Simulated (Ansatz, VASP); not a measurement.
**Mg: VASP beside Ansatz**

```xyz
2
Lattice="3.2722 0.0000 0.0000 -1.6361 2.8338 0.0000 0.0000 0.0000 5.3125" Properties=species:S:1:pos:R:3 pbc="T T T"
Mg    1.6361    0.9446    3.9844
Mg    0.0000    1.8892    1.3281
```

Alike in both runs: task single point; functional PBEsol; k mesh 10 × 10 × 5; occupations fermi-dirac, width 0.05 eV; no spin polarisation.

|  | VASP | Ansatz |
| --- | --- | --- |
| version | VASP 6.6.1 | Ansatz 0.2.0 |
| potentials or method | VASP PAW PBE potentials, release 64 (Mg) | Ansatz PAW |
| plane-wave cutoff (eV) | 520 | 420 |
| valence electrons in the cell | 4 | 20 |

Ansatz gave:

* gap on the k mesh at the Fermi level (eV): none
* pressure (GPa): -2.7
* largest component of the traceless stress (GPa): 0.83

Problem. What did VASP give for the same quantities?

Solution. gap on the k mesh at the Fermi level (eV): none; pressure (GPa): -2.8; largest component of the traceless stress (GPa): 0.83.

A gap of «none» marks a metal or a gap that the smearing closes. The two sets of potentials don't hold the same shells in valence.

Caveats: the PAW data sets were made with another functional, which shifts forces and pressure a little (VASP); the PAW data sets come from PBE, with cores solved anew for the run's functional, which leaves a small shift of forces and pressure (Ansatz).
